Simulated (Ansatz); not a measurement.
Level of theory: DFT PBE, scalar-relativistic, plane waves, PAW (Ansatz). All cells share a 420 eV cutoff and Γ-centred k meshes spaced at most about 0.3 Å⁻¹ (about 0.25 or finer for metals, 2π included). No spin polarisation.

All energies are static (0 K, no zero-point motion).

Two forms of Ge₃S₄ were relaxed alike.

A.

```
Ge S
1.0
     5.78956    0.00000    0.00000
     0.00000    5.78956    0.00000
     0.00000    0.00000    5.78956
Ge S
3 4
Direct
  0.00000 0.00000 0.50000
  0.50000 0.00000 0.00000
  0.00000 0.50000 0.00000
  0.24170 0.75830 0.24170
  0.75830 0.24170 0.24170
  0.24170 0.24170 0.75830
  0.75830 0.75830 0.75830
```

B.

```
Ge S
1.0
    -3.23442    3.23442    3.23442
     3.23442   -3.23442    3.23442
     3.23442    3.23442   -3.23442
Ge S
3 4
Direct
  0.00000 0.50000 0.50000
  0.50000 0.00000 0.50000
  0.50000 0.50000 0.00000
  0.50000 0.50000 0.50000
  0.00000 0.00000 0.50000
  0.00000 0.50000 0.00000
  0.50000 0.00000 0.00000
```

Question: Which is lower in energy, and by how much?

Answer: A is lower, by 297 meV/atom. A has space group P-43m (No. 215), 27.7 Å³/atom and no gap on its mesh; B has space group Im-3m (No. 229), 19.3 Å³/atom and no gap. Counting S atoms around Ge (those within 1.25 times the shortest such distance or 1.15 times the sum of covalent radii; the shortest distance is added where it is long for a bond), A has Ge 4 and B has Ge 8 from 2.8 Å. The lower one is the more open, so pressure narrows the difference. Both come from invented guesses.

Cells relaxed within their symmetry can be saddle points.
